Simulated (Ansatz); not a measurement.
# PbSe (rocksalt): a single-point run

The task is a single-point run on PbSe (rocksalt). The structure is shown as the input types it.

Method: DFT PBE, spin-orbit coupling, plane waves, PAW, in Ansatz 0.2.0.

1 further run of the same task is left out (set aside as unsound or not needed). Runs told in other sessions of the task aren't counted.

## 1. The structure to begin with

It takes space group Fm-3m (No. 225, cubic). Conventional cell: a = 11.731 Å, b = 11.731 Å, c = 11.731 Å, α = 90.00°, β = 90.00°, γ = 90.00°.

As a file:

```cif
data_structure
_symmetry_space_group_name_H-M 'P 1'
_symmetry_Int_Tables_number 1
_cell_length_a 8.2953
_cell_length_b 8.2953
_cell_length_c 8.2953
_cell_angle_alpha 60.000
_cell_angle_beta 60.000
_cell_angle_gamma 60.000
_cell_volume 403.63
loop_
_atom_site_label
_atom_site_type_symbol
_atom_site_fract_x
_atom_site_fract_y
_atom_site_fract_z
_atom_site_occupancy
Pb1 Pb 0.50000 0.50000 0.50000 1
Se1 Se 0.00000 0.00000 0.00000 1
```

## 2. Input and run

The input, input.yaml:

```yaml
crystal:
  lattice:
    - [0.0, 5.86566537, 5.86566537]
    - [5.86566537, 0.0, 5.86566537]
    - [5.86566537, 5.86566537, 0.0]
  atoms:
    - { symbol: Pb, position: [0.5, 0.5, 0.5] }
    - { symbol: Se, position: [0.0, 0.0, 0.0] }
basis:
  ecutwfc: 420
  ecutrho_ratio: 4
kpoints:
  mp_grid: { grid: [10, 10, 10] }
hamiltonian:
  xc: pbe
scf:
  occupations: { method: gaussian, width: 0.05 }
  max_iter: 50
output:
  forces: true
  stress: true
magnetization:
  noncollinear: true
  spin_orbit: true
```

The run is started by

```
$ ansatz run input.yaml --threads 4 --pin off --max-ram 7168MiB --backend cpu --events-out ev --progress --plain --runs-dir out
```

**Question.** How will this run end, and is anything wrong with its input?

This run ends as converged. That alone doesn't make the input a sound one.

Lengths in bohr were typed where ångström are read, so every distance is 1.89 times too long and the bonds are broken. The shortest distance in the input is 5.87 Å, between atoms 1 (Pb) and 2 (Se).

The cure: divide the lengths by 1.8897.
